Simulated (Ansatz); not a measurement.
**V_O in SiO2 (P3_121) against the share of exact exchange**

Question: how much does the share of exact exchange change the (+1/0) level of V_O in SiO2 (P3_121), and what does each choice cost? Model: a cell of 72 host atoms with 1 O taken out.

Calculated with Ansatz 0.2.0; plane-wave PAW DFT; relaxations with PBEsol, then single points with PBEsol and PBE0 form with several shares of exact exchange, on supercells at fixed charge in a uniform background.

### Step 1. Starting point

The cell holds 71 atoms: 24 Si and 47 O. Cell: a = 9.897 Å, b = 9.897 Å, c = 10.883 Å, α = 90.0°, β = 90.0°, γ = 120.0°. It derives from SiO2 (space group P3_121). Nearest the centre at fractional (0.294, 0.427, 0.559): Si10 at 1.62 Å, Si29 at 1.62 Å, O9 at 2.63 Å, O15 at 2.64 Å, O33 at 2.64 Å, O34 at 2.65 Å, O14 at 2.67 Å, O4 at 2.67 Å. The cell carries charge +1.

Coordinates:

```xyz
71
Lattice="9.8968 0.0000 0.0000 -4.9484 8.5709 0.0000 0.0000 0.0000 10.8826" Properties=species:S:1:pos:R:3 pbc="T T T"
Si    1.3106    2.2701    0.0000
Si   -1.1636    2.0154    3.6275
Si    2.3271    0.0000    1.8138
O     0.3011    1.7677    4.2735
O     0.7928    3.6623    0.6460
O    -1.0939    3.1409    2.4598
O     1.3803    1.1446    1.1678
O     3.2670    0.6231    2.9815
O     2.7753    2.5178    4.7953
Si    1.3106    2.2701    5.4413
Si   -1.1636    2.0154    9.0688
Si    2.3271    0.0000    7.2551
O     0.3011    1.7677    9.7148
O    -1.0939    3.1409    7.9011
O     1.3803    1.1446    6.6091
O     3.2670    0.6231    8.4228
O     2.7753    2.5178   10.2366
Si   -1.1636    6.5555    0.0000
Si   -3.6378    6.3008    3.6275
Si   -0.1471    4.2855    1.8138
O    -2.1731    6.0531    4.2735
O    -1.6814    7.9478    0.6460
O    -3.5681    7.4263    2.4598
O    -1.0939    5.4300    1.1678
O     0.7928    4.9086    2.9815
O     0.3011    6.8032    4.7953
Si   -1.1636    6.5555    5.4413
Si   -3.6378    6.3008    9.0688
Si   -0.1471    4.2855    7.2551
O    -2.1731    6.0531    9.7148
O    -1.6814    7.9478    6.0873
O    -3.5681    7.4263    7.9011
O    -1.0939    5.4300    6.6091
O     0.7928    4.9086    8.4228
O     0.3011    6.8032   10.2366
Si    6.2591    2.2701    0.0000
Si    3.7848    2.0154    3.6275
Si    7.2756    0.0000    1.8138
O     5.2495    1.7677    4.2735
O     5.7412    3.6623    0.6460
O     3.8545    3.1409    2.4598
O     6.3287    1.1446    1.1678
O     8.2155    0.6231    2.9815
O     7.7237    2.5178    4.7953
Si    6.2591    2.2701    5.4413
Si    3.7848    2.0154    9.0688
Si    7.2756    0.0000    7.2551
O     5.2495    1.7677    9.7148
O     5.7412    3.6623    6.0873
O     3.8545    3.1409    7.9011
O     6.3287    1.1446    6.6091
O     8.2155    0.6231    8.4228
O     7.7237    2.5178   10.2366
Si    3.7848    6.5555    0.0000
Si    1.3106    6.3008    3.6275
Si    4.8013    4.2855    1.8138
O     2.7753    6.0531    4.2735
O     3.2670    7.9478    0.6460
O     1.3803    7.4263    2.4598
O     3.8545    5.4300    1.1678
O     5.7412    4.9086    2.9815
O     5.2495    6.8032    4.7953
Si    3.7848    6.5555    5.4413
Si    1.3106    6.3008    9.0688
Si    4.8013    4.2855    7.2551
O     2.7753    6.0531    9.7148
O     3.2670    7.9478    6.0873
O     1.3803    7.4263    7.9011
O     3.8545    5.4300    6.6091
O     5.7412    4.9086    8.4228
O     5.2495    6.8032   10.2366
```

The host's dielectric constants go in as inputs: (2.49, 2.49, 2.52) for the electrons alone, (4.63, 4.63, 4.85) with the ions, computed on the host (DFPT, PBEsol).

The cell's shortest repeat is 9.9 Å.

### Step 2. Relaxing both charge states, PBEsol

The study needs fixed structures, so each charge is relaxed once, at one point at (¼, ¼, ¼), from small random displacements that break the symmetry of the site.

Input file qp1_M1.relax/input.yaml:

```yaml
crystal:
  lattice:
    - [4.94841373, 0.0, 0.0]
    - [-2.47420687, 4.285452, 0.0]
    - [0.0, 0.0, 5.44132167]
  atoms:
    - { symbol: Si, position: [0.529715, 0.529715, 0.0] }
    - { symbol: Si, position: [0.0, 0.470285, 0.666667] }
    - { symbol: Si, position: [0.470285, 0.0, 0.333333] }
    - { symbol: O, position: [0.267082, 0.412487, 0.785389] }
    - { symbol: O, position: [0.587513, 0.854595, 0.118722] }
    - { symbol: O, position: [0.145405, 0.732918, 0.452055] }
    - { symbol: O, position: [0.412487, 0.267082, 0.214611] }
    - { symbol: O, position: [0.732918, 0.145405, 0.547945] }
    - { symbol: O, position: [0.854595, 0.587513, 0.881278] }
  supercell: [2, 2, 2]
  defects: [{ vacancy: 13 }]
total_charge: 1
basis:
  ecutwfc: 420
  xc_grid: 2
hamiltonian:
  xc: pbesol
  pseudopotentials: { kind: paw, azcp: { folder: soft_1 }, xc_functional: pbe }
kpoints:
  mp_grid: { grid: [1, 1, 1], shift: [0.25, 0.25, 0.25] }
magnetization:
  spin_polarized: true
  initial_magnetization: 1
  spin_locking: { lock_magnetization: hard }
scf:
  occupations: { method: fixed }
  max_iter: 80
output:
  forces: true
  charged_corrections:
    epsilon: [2.49, 2.49, 2.52]
    static_epsilon: [4.63, 4.63, 4.85]
    defect_position: [0.293757, 0.427297, 0.559361]
relax:
  f_tol: 0.015
  max_steps: 60
  random_displacement: { amplitude: 0.04, seed: 1363 }
checkpoint:
  write: "../qp1_M1.relax.run"
  compress: false
  write_wavefunctions: true
  write_every: 100000
```

Run with:

```bash
> ansatz run input.yaml --threads 32 --pin off --max-ram 84787MiB --backend cuda --events-out ev --progress --plain --runs-dir out --max-vram 78GiB
```

Numbers of over 12 decimals in the logs are rounded to 6 here.

Log:

```text
[... repeated set-up lines and file paths are left out, and long positions are rounded to six places ...]
Engine: ansatz 0.2.0, aarch64-unknown-linux-gnu
Pseudopotentials: kind: paw
Pseudopotential: Si, paw, valence charge 4, recommended cutoff 420 eV (normal), soft_1/Si.paw.azcp
Pseudopotential: O, paw, valence charge 6, recommended cutoff 420 eV (normal), soft_1/O.paw.azcp
Functional definition: PBEsol
  exchange = pbesol_x
  correlation = pbesol_c
[...]
Crystal: 71 atoms, lattice volume = 923.118 Å³
Basis set: ecut = 420 eV, 18049 PW (Γ), exchange–correlation on 144×144×150 points (8 copies of the dense FFT grid, shifted against one another)
Bands: 260, of which v1, the nominal top of the filled ones, is band 189 counted from 1 (188 counted from 0)
Symmetry: 1 space group operations
k-points: 1
Non-local potential: Si, projectors of the file, l = 0: 2, l = 1: 2, l = 2: 1
Non-local potential: O, projectors of the file, l = 0: 2, l = 1: 2, l = 2: 1
PAW form: soft (Blöchl's): semilocal exchange-correlation on the pseudo side does not see the compensation charge
PAW frozen core: Si, regenerated for the run's functional, and the local potential with it (the file was generated under x = pbe(κ = 0.804, μ = 0.219515), c = pbe(β = 0.066725))
PAW frozen core: O, regenerated for the run's functional, and the local potential with it (the file was generated under x = pbe(κ = 0.804, μ = 0.219515), c = pbe(β = 0.066725))
PAW one-centre angular grid: Si, 110 points (default); XC on 64 Gauss nodes
PAW one-centre angular grid: O, 110 points (default); XC on 64 Gauss nodes
Initial density: superposition of atomic densities (chi_scale 0.1, normalization cell, long waves kept (reshape's long-wave potential 0.19 eV rms))
Starting moments: Σ|m| = 1 μB on 71 of 71 sites
Initial wavefunctions: pseudopotential atomic-orbital guess
[...]
Functional: x = pbesol(κ = 0.804, μ = 0.123457), c = pbesol(β = 0.046)
SCF iter   1: F=—  HF=-41393.452822 eV  |Δ(HF+E_count)|=         —  Δρ=6.38e-2 (↑6.25e-2 ↓6.38e-2)  dr2=1.35e2  dr2_m=1.29e-1  M=1.000 μB ∫|m|=1.042 μB  Hψ=1708
preconditioner: auto → Resta (q_TF=auto, 2.350 Å⁻¹)  ε∞=2.8  [insulator: Δε(μ)=2.706 eV  Ē_g=17.716 eV  n_scr=212 (ndim 8)  ℏωp=23.7 eV  f_vac=0.006  ε∞_Penn≈2.8]
spin=Collinear: Resta preconditioning applied to the charge; magnetization (m = ρ↑ − ρ↓) channel mixes plain (no charge-response kernel on spin).
SCF iter   2: F=—  HF=-41362.260838 eV  |Δ(HF+E_count)|=    3.12e1  Δρ=2.90e-2 (↑2.83e-2 ↓2.90e-2)  dr2=2.89e1  dr2_m=6.31e-2  M=1.000 μB ∫|m|=1.032 μB  Hψ=934
[...]
SCF iter  10: F=-41355.647946 eV  HF=-41355.647946 eV  |Δ(HF+E_count)|=   1.13e-5  Δρ=4.97e-6 (↑4.79e-6 ↓4.97e-6)  dr2=6.63e-7  dr2_m=7.92e-10  M=1.000 μB ∫|m|=1.044 μB  Hψ=1291
SCF 1 converged in 10 iterations: F = -41355.647946 eV  dr2 = 6.63e-7
[... from here on, the SCF cycles and remarks between the steps are left out, and one step in 2 is shown ...]
relax step   1: F+E_penalty+E_count = -41355.64794623 eV  Δ(F+E_penalty+E_count) = +0.000e0 eV  max|allowed force component| = 3.942e0 eV/Å  Δτ_max = 0.0000 Å  (10 SCF iters, dr2 threshold 5.63e-6 eV, accepted)
relax step   2: F+E_penalty+E_count = -41357.10419242 eV  Δ(F+E_penalty+E_count) = -1.456e0 eV  max|allowed force component| = 2.582e0 eV/Å  Δτ_max = 0.0413 Å  (6 SCF iters, dr2 threshold 1.00e-4 eV, accepted)
relax step   4: F+E_penalty+E_count = -41358.35743848 eV  Δ(F+E_penalty+E_count) = -4.930e-2 eV  max|allowed force component| = 1.251e-1 eV/Å  Δτ_max = 0.0792 Å  (6 SCF iters, dr2 threshold 1.67e-5 eV, accepted)
relax step   6: F+E_penalty+E_count = -41358.37975798 eV  Δ(F+E_penalty+E_count) = -9.829e-3 eV  max|allowed force component| = 1.282e-1 eV/Å  Δτ_max = 0.0898 Å  (7 SCF iters, dr2 threshold 5.64e-6 eV, accepted)
relax step   8: F+E_penalty+E_count = -41358.38550800 eV  Δ(F+E_penalty+E_count) = -7.589e-4 eV  max|allowed force component| = 1.645e-2 eV/Å  Δτ_max = 0.0075 Å  (7 SCF iters, accepted)
relax step  10: F+E_penalty+E_count = -41358.38633121 eV  Δ(F+E_penalty+E_count) = -2.144e-4 eV  max|allowed force component| = 6.119e-3 eV/Å  Δτ_max = 0.0124 Å  (7 SCF iters, accepted)
[...]
NSCF: frozen V_eff on 1 k-points
[...]
SCF converged after 7 iterations
Stability checked in part: among states of this total moment the steps that led to this state did not find it unstable. No probe was made; neither looks for a lower state of another moment (fixed_total_moment; see scf.lower_state_search)
Magnetization: 1.0000 μB (189.0000 up, 188.0000 down)
Absolute magnetization: 1.0382 μB (∫|ρ↑−ρ↓|, with the PAW one-centre terms)
Spin contamination: 0.0018 ħ² per cell (⟨S²⟩ above its minimum at these occupations)
Per-site moments (μB) at R_I (Å): [(-3.2410395121509186e-6, 0.667297), (0.000286293, 0.663483), (1.4708073807688735e-5, 0.667734), [... 6 left out ...]
Free energy (F): -41358.386331 eV
Harris-Foulkes:  -41358.386331 eV  (|F-HF|=1.06e-8)
Internal energy: -41358.386331 eV  (E = F + TS)
E sigma→0 (E₀):  -41358.386331 eV
Fermi energy:    2.799006 (↑ 2.799006, ↓ 2.176114) eV
--- Per-component energies (eV) ---
  E_band       = -1732.487764
  E_kinetic    = 9100.846673
  E_local      = -23349.994027  (includes V_loc(G=0)·N_el)
  E_nonlocal   = 3004.034875
  E_hartree    = 8539.023682
  E_xc         = -4676.374291
  E_vxc        = -5426.121955  (∫ρ·V_xc dr)
  E_paw        = -19375.230978  (= ΣΔE_a)
  E_vpaw       = -2139.338780  (= ΣTr[D̂ρ^β])
  E_aug_tail   = 0.039174  (compensation charges beyond the density's cutoff)
  E_ewald      = -14603.147427
  E_core_change = 2.415989  (= ΣΔE_core)
  E_smearing   = -0.000000  (= −TS)
  E_closure    = -0.000000  (closes the sum)
  E_deformation_potential = 11.559657  (in the stress; not in F)
  Σ components = -41358.386331   (vs F -41358.386331, Δ=0.00e0)
--- Forces (eV/Å), atoms counted from 1 ---
  atom   1  Si     0.00189428    -0.00097381    -0.00052829
  atom   2  Si     0.00093645     0.00197880    -0.00271687
  [... 1 atom left out ...]
  atom   4  O      0.00188239    -0.00073439     0.00021975
  [... 2 atoms left out ...]
  [... 65 more lines of this table ...]
  max |Σ_I F_I| component: 4.16e-5 eV/Å
--- Charged-cell corrections in eV (Makov–Payne, q = +1.000 e, ε = [4.630, 4.630, 4.850]) ---
  F (periodic)     = -41358.386331  (uncorrected; the corrections below are reported, never added to it)
  E_corr1          = +0.446639  (monopole, q²α_M/2ε̄L, of the cell on which ε is isotropic)
  F Makov-Payne    = -41357.939692  (F + E_corr1; no measured alignment; for a localised charge, not one spread in a band: unchecked)
  no potential alignment in this run, which stands beside a crystal: run the host's input off ansatz write-host-input, and read the two finished runs by ansatz place-levels (neither reads a slab, a wire or a sheet, whose cell leaves a vacuum)
--- Band table (eV) ---
  k-point 0 ↑: bands = ["-17.0237", "-16.9152", "-16.7712", "-16.7346", "-16.6489", "-16.5737", "-16.5212", "-16.4542", "-16.3576", [... rest cut ...]
  k-point 0 ↓: bands = ["-16.9790", "-16.8642", "-16.7554", "-16.7201", "-16.6403", "-16.5631", "-16.5119", "-16.4442", "-16.3386", [... rest cut ...]
--- Relaxed structure (10 steps of the walk, 10 accepted, 0 SCFs on fresh bases) ---
  F+E_penalty+E_count = -41358.38633121 eV   max|allowed force component| = 6.119e-3 eV/Å
  atoms:
    - { symbol: Si, position: [0.263931, 0.263472, 0.001806] }
    - { symbol: Si, position: [-0.005893, 0.242944, 0.334250] }
    [... 1 atom left out ...]
    - { symbol: O, position: [0.127732, 0.223480, 0.408040] }
    [... 2 atoms left out ...]
  [... 65 more lines of this table ...]
```

It took 8 s on 1 × NVIDIA GB200 with 32 threads of Arm Neoverse V2, shared host; peak memory 1.5 GiB.

The steps of the relaxation:

| step | energy less that of the first step (eV) | largest force component (eV/Å) |
| --- | --- | --- |
| 1 | 0.0000 | 3.9422 |
| 2 | -1.4562 | 2.5820 |
| 3 | -2.6602 | 0.5172 |
| 4 | -2.7095 | 0.1251 |
| 5 | -2.7220 | 0.3005 |
| 6 | -2.7318 | 0.1282 |
| 7 | -2.7368 | 0.0288 |
| 8 | -2.7376 | 0.0164 |
| 9 | -2.7382 | 0.0152 |
| 10 | -2.7384 | 0.0061 |

The atoms that moved most (Å, from the sites as typed, ahead of the random displacement, the mean shift of all atoms taken out):

| atom | dx | dy | dz | length |
| --- | --- | --- | --- | --- |
| O33 | 0.243 | -0.226 | -0.282 | 0.436 |
| O4 | -0.143 | 0.145 | 0.166 | 0.263 |
| O31 | 0.052 | -0.172 | 0.133 | 0.223 |
| O14 | 0.091 | -0.125 | -0.091 | 0.180 |
| O9 | -0.092 | 0.133 | -0.017 | 0.162 |
| O44 | -0.142 | 0.059 | -0.050 | 0.161 |
| O39 | -0.131 | -0.024 | 0.089 | 0.160 |
| O26 | 0.019 | 0.103 | -0.092 | 0.140 |

Neighbours of the ideal centre at the end:

| atom | distance (Å) |
| --- | --- |
| Si29 | 1.561 |
| Si10 | 1.655 |
| O33 | 2.268 |
| O4 | 2.483 |
| O9 | 2.511 |
| O14 | 2.571 |
| O34 | 2.573 |
| O15 | 2.706 |

| charge | moment set (μB) | steps | largest displacement (Å) | time |
| --- | --- | --- | --- | --- |
| 0 | 0 | 8 | 0.56 | 4.8 s |
| +1 | 1 | 10 | 0.44 | 8 s |

The relaxation ends 39 meV an atom lower than the displaced start, with a largest force component of 0.0061 eV/Å.

(Part 1 of 2 ends here.)

[Logs are printed without paths, hosts, clocks, repeated set-up lines and the standing remarks that a program may print on its own settings, such as how far it seeks lower states.]

[Hosts, paths, dates, database ids (printed as entryN), source tags and the programs' standing remarks are cut or masked in the printed files.]

[Where a table of states has a column of steps, it counts the stored structures, which are thinned; the runs took as many ionic steps or more.]

[For some hosts the program warned that the k-mesh of the response run may be too coarse for force constants and the static dielectric constant; such warnings are not shown here.]
